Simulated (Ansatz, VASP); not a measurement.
MgO (Periclase) in VASP and in Ansatz

```
CELL_PARAMETERS angstrom
0.00000 2.01452 2.01452
2.01452 0.00000 2.01452
2.01452 2.01452 0.00000
ATOMIC_POSITIONS crystal
Mg 0.00000 0.00000 0.00000
O 0.50000 0.50000 0.50000
```

Alike in both runs: task single point; functional r2SCAN; k mesh 8 × 8 × 8; occupations gaussian, width 0.05 eV; no spin polarisation.

```csv
,VASP,Ansatz
version,VASP 6.6.1,Ansatz 0.2.0
potentials or method,"VASP PAW PBE potentials, release 64 (Mg, O)","scalar-relativistic, plane waves, PAW"
plane-wave cutoff (eV),520,500
valence electrons in the cell,8,16
```

VASP gave:

```
gap on the k mesh at the Fermi level (eV) : 7.07
least direct gap on the mesh (eV)         : 7.07
pressure (GPa)                            : 26.6
```

Estimate Ansatz's values.

gap on the k mesh at the Fermi level (eV): 7.09; least direct gap on the mesh (eV): 7.09; pressure (GPa): 27.7.

With one functional, cell and mesh, what is left measures potentials, basis and numerics. The two sets of potentials don't hold the same shells in valence.

Caveats: so large a pressure means that the cell lies far from this level's equilibrium, or that cutoff or potentials fall short (VASP); the potentials were made for another functional, which shifts forces and pressure (VASP). r2SCAN opens gaps a little over a GGA but as a rule still falls short of measured ones.
